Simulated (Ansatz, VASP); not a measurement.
# Two plane-wave programs on AgCl

```
Ag Cl
1.0
     3.39559    0.00000    0.00000
     0.00000    3.39559    0.00000
     0.00000    0.00000    3.39559
Ag Cl
1 1
Cartesian
  0.0000 0.0000 0.0000
  1.6978 1.6978 1.6978
```

Alike in both runs: task single point; functional PBE; k mesh 8 × 8 × 8; no spin polarisation.

|  | VASP | Ansatz |
| --- | --- | --- |
| version | VASP 6.6.1 | Ansatz 0.2.0 |
| potentials or method | VASP PAW PBE potentials, release 64 (Ag, Cl) | plane waves, PAW |
| plane-wave cutoff (eV) | 520 | 420 |
| occupations | gaussian, width 0.01 eV | fixed |
| valence electrons in the cell | 18 | 26 |

|  | VASP | Ansatz | Ansatz less VASP |
| --- | --- | --- | --- |
| gap on the k mesh at the Fermi level (eV) | 0.59 | 0.58 | 0.000 |

The two sets of potentials don't hold the same shells in valence.

A k mesh can miss the band edges. A hybrid or GW would open this gap; PBE tends to underestimate it.
